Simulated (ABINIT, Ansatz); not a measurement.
# NaI (Fm-3m): the LO frequency by hand

Aim: work out the LO frequency and the static dielectric constant of NaI (Fm-3m) from one linear-response run, then check them.

Program: ABINIT 10.8.3. Level of theory: DFT LDA, scalar-relativistic, plane waves, PseudoDojo norm-conserving pseudopotentials. Results are calculated unless marked as measured.

**1. The relaxed structure**

It takes space group Fm-3m (No. 225, cubic). The conventional cell has a = 6.263 Å, b = 6.263 Å, c = 6.263 Å, α = 90.00°, β = 90.00°, γ = 90.00°. Nearest to Na lie 6 I at 3.13 Å. I has 6 Na at 3.13 Å nearest. Farther neighbours and most contacts between anions are not listed.

As a file:

```cif
data_structure
_symmetry_space_group_name_H-M 'P 1'
_symmetry_Int_Tables_number 1
_cell_length_a 4.4288
_cell_length_b 4.4288
_cell_length_c 4.4288
_cell_angle_alpha 60.000
_cell_angle_beta 60.000
_cell_angle_gamma 60.000
_cell_volume 61.42
loop_
_atom_site_label
_atom_site_type_symbol
_atom_site_fract_x
_atom_site_fract_y
_atom_site_fract_z
_atom_site_occupancy
Na1 Na 0.00000 0.00000 0.00000 1
I2 I 0.50000 0.50000 0.50000 1
```

This is the cell after its relaxation at this level of theory, not the database cell from which that began.

**2. What the response run gave**

A linear-response run on the relaxed cell, with the response to an electric field; only its zone-centre results are used. Cutoff 38 Ha, k mesh 4×4×4 with shifts.

Numbers of over 12 decimals in the logs are rounded to 6 here.

The log of the run:

```text
[banners, grids, parts of the stress and lines that vanish by symmetry left out]
- input  file    -> dfpt_gamma.abi
- output file    -> dfpt_gamma.abo
- root for input  files -> dfpt_gammai
[...]
DATASET    1 : space group Fm -3 m (#225); Bravais cF (face-center cubic)
[...]
nfft =      110592          nkpt =         128
[...]
DATASET    2 : space group Fm -3 m (#225); Bravais cF (face-center cubic)
[...]
nfft =      110592          nkpt =         128
[...]
== DATASET  1 ==================================================================
[...]
cutoff_energies: {ecut:  38.0, pawecutdg:  -1.0, }
[...]
- 53.00000   7.00000  180309                  znucl, zion, pspdat
[...]
Perturbation : derivative vs k along direction   1
[...]
-ETOT  1  -16.017313657844     -1.602E+01 5.125E-02 0.000E+00
 ETOT  2  -16.024647799513     -7.334E-03 3.316E-05 0.000E+00
 ETOT  3  -16.024650961307     -3.162E-06 1.167E-07 0.000E+00
 ETOT  4  -16.024650963843     -2.536E-09 5.583E-11 0.000E+00
 ETOT  5  -16.024650963846     -2.721E-12 8.597E-14 0.000E+00
[...]
At SCF step    8   max residual=  9.96E-21 < tolwfr=  1.00E-20 =>converged.
[...]
Perturbation : derivative vs k along direction   2
[...]
-ETOT  1  -16.017313657644     -1.602E+01 5.125E-02 0.000E+00
[...]
At SCF step    8   max residual=  9.96E-21 < tolwfr=  1.00E-20 =>converged.
[...]
Perturbation : derivative vs k along direction   3
[...]
-ETOT  1  -16.017313657445     -1.602E+01 5.125E-02 0.000E+00
[...]
At SCF step    8   max residual=  9.96E-21 < tolwfr=  1.00E-20 =>converged.
[...]
1        1       1.4525055353    0.0000000000
     1        2       0.7262527677    0.0000000000
     1        3       0.7262527677    0.0000000000
     2        1       0.7262527677    0.0000000000
     2        2       1.4525055354   -0.0000000000
     2        3       0.7262527677   -0.0000000000
     3        1       0.7262527677    0.0000000000
     3        2       0.7262527677   -0.0000000000
     3        3       1.4525055354   -0.0000000000
[...]
== DATASET  2 ==================================================================
[...]
cutoff_energies: {ecut:  38.0, pawecutdg:  -1.0, }
[...]
Perturbation : displacement of atom   1   along direction   1
[...]
-ETOT  1   4.410401     -1.454E+04 1.601E+01 1.444E+02
[...]
At SCF step   10       vres2   =  9.07E-13 < tolvrs=  1.00E-10 =>converged.
[...]
Perturbation : displacement of atom   2   along direction   1
[...]
-ETOT  1   1.032676     -3.089E+02 1.136E+00 7.166E+02
[...]
At SCF step    9       vres2   =  4.46E-12 < tolvrs=  1.00E-10 =>converged.
[...]
Perturbation : homogeneous electric field along direction   1
[...]
-ETOT  1  -62.058288701102     -6.206E+01 7.208E-01 6.487E+04
[...]
ETOT  9  -73.468654403098     -4.846E-12 1.243E-14 5.211E-10
 ETOT 10  -73.468654403098      2.842E-14 2.763E-16 9.976E-13
 At SCF step   10       vres2   =  9.98E-13 < tolvrs=  1.00E-10 =>converged.
[...]
Dielectric tensor, in cartesian coordinates,
[...]
1    4   1    4         3.6344832870        -0.0000000000
   1    4   2    4        -0.0000000000        -0.0000000000
   1    4   3    4        -0.0000000000        -0.0000000000
   2    4   1    4        -0.0000000000        -0.0000000000
   2    4   2    4         3.6344832870        -0.0000000000
   2    4   3    4        -0.0000000000        -0.0000000000
   3    4   1    4        -0.0000000000        -0.0000000000
   3    4   2    4        -0.0000000000        -0.0000000000
   3    4   3    4         3.6344832870        -0.0000000000
  Effective charges, in cartesian coordinates,
[...]
1    1   1    4         1.1676056135         0.0000000000
   2    1   1    4        -0.0000000000         0.0000000000
   3    1   1    4         0.0000000000         0.0000000000
   1    2   1    4        -1.1677190556         0.0000000000
   2    2   1    4        -0.0000000000         0.0000000000
[...]
Effective charges, in cartesian coordinates,
[...]
2    4   1    2         0.0000000000         0.0000000000
   3    4   1    2        -0.0000000000         0.0000000000
   1    4   2    2         0.0000000000         0.0000000000
   2    4   2    2        -1.1677190579         0.0000000000
   3    4   2    2         0.0000000000         0.0000000000
   1    4   3    2        -0.0000000000         0.0000000000
   2    4   3    2         0.0000000000         0.0000000000
   3    4   3    2        -1.1677190579         0.0000000000
  Phonon wavevector (reduced coordinates) :  0.00000  0.00000  0.00000
 Phonon energies in Hartree :
[...]
Phonon frequencies in cm-1    :
-  4.622492E+00  4.622492E+00  4.622492E+00  1.306343E+02  1.306343E+02
-  1.306343E+02
  Phonon at Gamma, with non-analyticity in the
[...]
Phonon energies in Hartree :
[...]
Phonon frequencies in cm-1    :
-  4.622492E+00  4.622492E+00  4.630369E+00  1.306343E+02  1.306343E+02
-  1.802902E+02
  Phonon at Gamma, with non-analyticity in the
[...]
Phonon energies in Hartree :
[...]
Phonon frequencies in cm-1    :
-  4.622492E+00  4.622492E+00  4.630369E+00  1.306343E+02  1.306343E+02
-  1.802902E+02
  Phonon at Gamma, with non-analyticity in the
[...]
Phonon energies in Hartree :
[...]
Phonon frequencies in cm-1    :
-  4.622492E+00  4.622492E+00  4.630369E+00  1.306343E+02  1.306343E+02
-  1.802902E+02
[...]
fcart2     0.0000000000E+00  0.0000000000E+00  0.0000000000E+00
           strten2     0.0000000000E+00  0.0000000000E+00  0.0000000000E+00
================================================================================
```

```
                       quantity    value
             cell volume Ω (Å³)   61.423
                 mass of Na (u)   22.990
                  mass of I (u)  126.904
     Born charge of Na, raw (e)    1.168
      Born charge of I, raw (e)   -1.168
                             ε∞    3.635
ω(TO) after the sum rule (cm⁻¹)    130.2
```

**3. The calculation**

The charges must sum to zero over the cell; taking off their mean, 0.000 e, leaves Z* = 1.168 e on Na. In the polar mode Na moves against I, so the reduced mass is μ = 22.99 × 126.90 / 149.89 = 19.464 u.

A longitudinal wave builds up a field that adds to the restoring force: ω(LO)² = ω(TO)² + 4π Z*² / (μ Ω ε∞), in Hartree atomic units. With μ = 35480 electron masses and Ω = 414.50 bohr³ the second term is 3.2054e-07 Ha², or 15440 cm⁻² (1 Ha = 219474.6 cm⁻¹).

So ω(LO) = √(16947 + 15440) = 180.0 cm⁻¹, and by the Lyddane-Sachs-Teller relation ε₀ = ε∞ (ω(LO)/ω(TO))² = 6.95.

**4. Check against the program**

The analysis program adds the same non-analytic term to the full matrix.

The log of the run:

```text
[banners, grids, parts of the stress and lines that vanish by symmetry left out]
-outvars_anaddb: echo values of input variables ----------------------

 Flags :
[...]
Dielectric Tensor and Effective Charges
[...]
Effective charge tensors after
[...]
Phonon wavevector (reduced coordinates) :  0.00000  0.00000  0.00000
 Phonon energies in Hartree :
[...]
Phonon energies in meV     :
-  0.000000E+00  0.000000E+00  0.000000E+00  1.614008E+01  1.614008E+01
-  1.614008E+01
 Phonon frequencies in cm-1    :
-  0.000000E+00  0.000000E+00  0.000000E+00  1.301786E+02  1.301786E+02
-  1.301786E+02
 Phonon frequencies in Thz     :
-  0.000000E+00  0.000000E+00  0.000000E+00  3.902655E+00  3.902655E+00
-  3.902655E+00
 Phonon energies in Kelvin  :
-  0.000000E+00  0.000000E+00  0.000000E+00  1.872979E+02  1.872979E+02
-  1.872979E+02
[...]
-  1  0.00000000E+00  0.00000000E+00 -1.91305381E-03
-     0.00000000E+00  0.00000000E+00  0.00000000E+00
-  2  0.00000000E+00  0.00000000E+00 -1.91305534E-03
-     0.00000000E+00  0.00000000E+00  0.00000000E+00
[...]
-  1  0.00000000E+00  1.91305381E-03  0.00000000E+00
-     0.00000000E+00  0.00000000E+00  0.00000000E+00
-  2  0.00000000E+00  1.91305534E-03  0.00000000E+00
-     0.00000000E+00  0.00000000E+00  0.00000000E+00
[...]
-  1  1.91305381E-03  0.00000000E+00  0.00000000E+00
-     0.00000000E+00  0.00000000E+00  0.00000000E+00
-  2  1.91305534E-03  0.00000000E+00  0.00000000E+00
-     0.00000000E+00  0.00000000E+00  0.00000000E+00
[...]
-  1  0.00000000E+00  0.00000000E+00 -4.49467918E-03
-     0.00000000E+00  0.00000000E+00  0.00000000E+00
-  2  0.00000000E+00  0.00000000E+00  8.14246723E-04
-     0.00000000E+00  0.00000000E+00  0.00000000E+00
[...]
-  1  0.00000000E+00 -4.49467918E-03  0.00000000E+00
-     0.00000000E+00  0.00000000E+00  0.00000000E+00
-  2  0.00000000E+00  8.14246723E-04  0.00000000E+00
-     0.00000000E+00  0.00000000E+00  0.00000000E+00
[...]
-  1  4.49467918E-03  0.00000000E+00  0.00000000E+00
-     0.00000000E+00  0.00000000E+00  0.00000000E+00
-  2 -8.14246723E-04  0.00000000E+00  0.00000000E+00
-     0.00000000E+00  0.00000000E+00  0.00000000E+00
[...]
-     1          0.000000    -0.000000     0.000001     0.000001
-     2         -0.000000    -0.000001    -0.000000     0.000001
-     3         -0.000001     0.000000    -0.000000     0.000001
-     4          0.000023    -0.000020    -1.357105     1.357105
-     5          0.000002    -1.357105     0.000020     1.357105
-     6          1.357105     0.000002     0.000023     1.357105
[...]
-   1     Real    0.0000E+00  0.0000E+00  0.0000E+00  0.0000E+00  0.0000E+00  0.0000E+00  0.0000E+00
[...]
-  2.231261E+01
 Phonon frequencies in cm-1    :
-  0.000000E+00  0.000000E+00  0.000000E+00  1.301786E+02  1.301786E+02
-  1.799634E+02
 Phonon frequencies in Thz     :
-  0.000000E+00  0.000000E+00  0.000000E+00  3.902655E+00  3.902655E+00
-  5.395166E+00
 Phonon energies in Kelvin  :
-  0.000000E+00  0.000000E+00  0.000000E+00  1.872979E+02  1.872979E+02
-  2.589271E+02
[...]
-  1  0.00000000E+00  0.00000000E+00 -1.91305381E-03
-     0.00000000E+00  0.00000000E+00  0.00000000E+00
-  2  0.00000000E+00  0.00000000E+00 -1.91305534E-03
-     0.00000000E+00  0.00000000E+00  0.00000000E+00
[...]
Phonon at Gamma, with non-analyticity in the
[...]
Phonon energies in Hartree :
[...]
Phonon energies in meV     :
-  0.000000E+00  0.000000E+00  0.000000E+00  1.614008E+01  1.614008E+01
-  2.231261E+01
 Phonon frequencies in cm-1    :
-  0.000000E+00  0.000000E+00  0.000000E+00  1.301786E+02  1.301786E+02
-  1.799634E+02
 Phonon frequencies in Thz     :
-  0.000000E+00  0.000000E+00  0.000000E+00  3.902655E+00  3.902655E+00
-  5.395166E+00
 Phonon energies in Kelvin  :
-  0.000000E+00  0.000000E+00  0.000000E+00  1.872979E+02  1.872979E+02
-  2.589271E+02
[...]
Phonon at Gamma, with non-analyticity in the
[...]
Phonon energies in Hartree :
[...]
Phonon energies in meV     :
-  0.000000E+00  0.000000E+00  0.000000E+00  1.614008E+01  1.614008E+01
-  2.231261E+01
 Phonon frequencies in cm-1    :
-  0.000000E+00  0.000000E+00  0.000000E+00  1.301786E+02  1.301786E+02
-  1.799634E+02
 Phonon frequencies in Thz     :
-  0.000000E+00  0.000000E+00  0.000000E+00  3.902655E+00  3.902655E+00
-  5.395166E+00
 Phonon energies in Kelvin  :
-  0.000000E+00  0.000000E+00  0.000000E+00  1.872979E+02  1.872979E+02
-  2.589271E+02
[...]
-  1  1.62342934E-06 -1.91304727E-03 -4.81298605E-06
-     0.00000000E+00  0.00000000E+00  0.00000000E+00
-  2  1.62367469E-06 -1.91304856E-03 -4.81274586E-06
-     0.00000000E+00  0.00000000E+00  0.00000000E+00
[...]
-  1  1.91305294E-03  1.62077936E-06  1.21971415E-06
-     0.00000000E+00  0.00000000E+00  0.00000000E+00
-  2  1.91305423E-03  1.62053665E-06  1.21947112E-06
-     0.00000000E+00  0.00000000E+00  0.00000000E+00
[...]
-  1  4.98536261E-04  2.89948824E-03 -3.39802450E-03
-     0.00000000E+00  0.00000000E+00  0.00000000E+00
-  2 -9.03137912E-05 -5.25265253E-04  6.15579044E-04
-     0.00000000E+00  0.00000000E+00  0.00000000E+00
[...]
-  1  3.63587068E-03 -2.24968041E-03 -1.38619027E-03
-     0.00000000E+00  0.00000000E+00  0.00000000E+00
-  2 -6.58666762E-04  4.07547418E-04  2.51119344E-04
-     0.00000000E+00  0.00000000E+00  0.00000000E+00
[...]
Direction                     Dielectric constant
[...]
0.00000   0.00000   1.00000      6.94595405
   1.00000   1.00000   1.00000      6.94595405
-
```

```
    quantity  by hand  program
ω(LO) (cm⁻¹)    180.0    180.0
          ε₀     6.95     6.95
```

**5. Outcome**

| Item | Value |
| --- | --- |
| TO mode | 130.2 cm⁻¹ |
| LO mode | 180.0 cm⁻¹ |
| static dielectric constant | 6.946 |

**Reading.** The LO mode of NaI (Fm-3m) lies at 180 cm⁻¹, 50 cm⁻¹ above the TO mode; the formula meets the program within 0.1 cm⁻¹, as it must for a cubic crystal with one polar mode. ω(LO)² − ω(TO)² goes with Z*²/ε∞: an error of 5 % in ε∞ would move the LO mode by 2.1 cm⁻¹, and semilocal functionals tend to overestimate ε∞. These are harmonic values at zero temperature, at the volume of this functional, for the structure held cubic; stability elsewhere in the zone is no part of this calculation.

[Host names and launcher messages were left out of these logs when they were recorded.]

[Logs are printed without paths, hosts, clocks, repeated set-up lines and the standing remarks that a program may print on its own settings, such as how far it seeks lower states.]

[Hosts, paths, dates, database ids (printed as entryN), source tags and the programs' standing remarks are cut or masked in the printed files.]
